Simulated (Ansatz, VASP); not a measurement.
Os in VASP and in Ansatz

The input INCAR:

```
ALGO = Normal
EDIFF = 1E-8
ENCUT = 520
GGA = PE
ISIF = 2
ISMEAR = -1
LASPH = True
LCHARG = False
LEFG = True
LREAL = False
LWAVE = False
NBANDS = 15
NELM = 60
PREC = Accurate
SIGMA = 0.03
```

The input KPOINTS:

```
k-points
0
Gamma
  16 16 9
```

File POSCAR:

```
Os
1.0
    2.7759998825      0.0000000000      0.0000000000
   -1.3879999413      2.4040864191      0.0000000000
    0.0000000000      0.0000000000      4.3839446904
Os
2
Direct
    0.3333333333      0.6666666667      0.2500000000
    0.6666666667      0.3333333333      0.7500000000
```

Input for Ansatz:

```yaml
crystal:
  lattice:
    - [2.7759998825, 0.0, 0.0]
    - [-1.3879999413, 2.4040864191, 0.0]
    - [0.0, 0.0, 4.3839446904]
  atoms:
    - { symbol: Os, position: [0.3333333333, 0.6666666667, 0.25] }
    - { symbol: Os, position: [0.6666666667, 0.3333333333, 0.75] }
kpoints:
  mp_grid: { grid: [16, 16, 9] }
scf:
  occupations: { method: fermi_dirac, width: 0.03 }
hamiltonian:
  xc: pbe
  pseudopotentials: { kind: paw }
output:
  forces: true
  stress: true
  eigenvalues: true
  efg: { contact_densities: true }
```

Change from the starting cell: volume scaled by 1.025, PAW files.

Alike in both runs: task electric field gradients; functional PBE; k mesh 16 × 16 × 9; occupations fermi-dirac, width 0.03 eV; no spin polarisation.

|  | VASP | Ansatz |
| --- | --- | --- |
| version | VASP 6.6.1 | Ansatz 0.2.0 |
| potentials or method | VASP PAW PBE potentials, release 64 (Os) | PAW with Ansatz's default frozen-core files, scalar-relativistic |
| plane-wave cutoff (eV) | 520 | 420 |
| valence electrons in the cell | 16 | 32 |

Ansatz gave:

| Item | Value |
| --- | --- |
| pressure (GPa) | -9.3 |
| largest component of the traceless stress (GPa) | 0.43 |
| Vzz of the field gradient on the site that differs most (V/Å²) | -57.0 |

Problem. Which values does VASP return?

Solution. Pressure (GPa): -9.6; largest component of the traceless stress (GPa): 0.51; Vzz of the field gradient on the site that differs most (V/Å²): -73.9.

The two sets of potentials don't hold the same shells in valence. Ansatz warned: «gradients_without_spin_orbit».

Spin-orbit coupling is left out, which matters for the levels of Os.
